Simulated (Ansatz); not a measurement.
Input and command of a plane-wave DFT calculation in Ansatz:

```yaml
crystal:
  lattice:
    - [1.725725178, 0.9963478961, 3.1296800121]
    - [-1.725725178, 0.9963478961, 3.1296800121]
    - [0.0, -1.9926957921, 3.1296800121]
  atoms:
    - { symbol: P, position: [0.1150686315, 0.2889085939, 0.2772635245] }
    - { symbol: P, position: [0.77291975, 0.77291975, 0.77291975] }
basis:
  ecutwfc: 420
kpoints:
  mp_grid: { grid: [18, 18, 18] }
hamiltonian:
  xc: pbesol
  dispersion: d3bj
scf:
  occupations: { method: gaussian, width: 0.15 }
output:
  forces: true
  stress: true
  eigenvalues: true
```

```bash
ansatz run input.yaml --threads 1 --pin off --max-ram 2560MiB --backend cpu --events-out ev --progress --plain --runs-dir out
```

Processor: AMD EPYC 9R45 96-Core Processor (Zen 5), 1 thread, on a host shared with other jobs.

Estimate time, memory and problem size.

About 17 s on 1 thread of AMD EPYC 9R45 96-Core Processor (Zen 5), with other jobs on the host, peak memory 1.2 GiB. It solves 9 bands at 2920 k points (the mesh reduced by symmetry) with about 629 plane waves, in 6 SCF iterations.
